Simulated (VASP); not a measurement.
Si2W:

```xyz
3
Lattice="-1.6069 1.6069 3.9150 1.6069 -1.6069 3.9150 1.6069 1.6069 -3.9150" Properties=species:S:1:pos:R:3 pbc="T T T"
Si    0.0000    0.0000    2.6207
Si    0.0000    0.0000    5.2092
W     0.0000    0.0000    0.0000
```

- Program: VASP 6.6.1
- Task: relaxation of cell and atoms
- Functional: PBE
- Potentials or basis: VASP PAW PBE potentials, release 64 (Si, W_sv)
- Cutoff: 520 eV
- k mesh: 15 × 15 × 15
- Occupations: gaussian, width 0.1 eV
- Spin: no spin polarisation

At the start: pressure 3.4 GPa; volume 13.48 Å³/atom.

Problem. How do energy, volume and symmetry change on relaxing?

Solution. Over 6 steps the energy falls by 2.1 meV/atom and the volume is 13.67 Å³/atom (+1.5 %); space group I4/mmm (No. 139, to 0.05 Å).

The path:
```tsv
step	energy change (eV)	largest force (eV/Å)	pressure (GPa)	volume (Å³)
1	0.0000	0.0609	3.35	40.44
2	0.0130	0.1009	-5.46	42.11
3	-0.0062	0.0008	-0.01	41.03
4	-0.0062	0.0004	0.05	41.02
5	-0.0062	0.0004	0.06	41.02
6	-0.0062	0.0004	0.05	41.02
```

Final structure:
```xyz
3
Lattice="-1.6148 1.6148 3.9330 1.6148 -1.6148 3.9330 1.6148 1.6148 -3.9330" Properties=species:S:1:pos:R:3 pbc="T T T"
Si    0.0000    0.0000    2.6317
Si    0.0000    0.0000    5.2343
W     0.0000    0.0000    0.0000
```
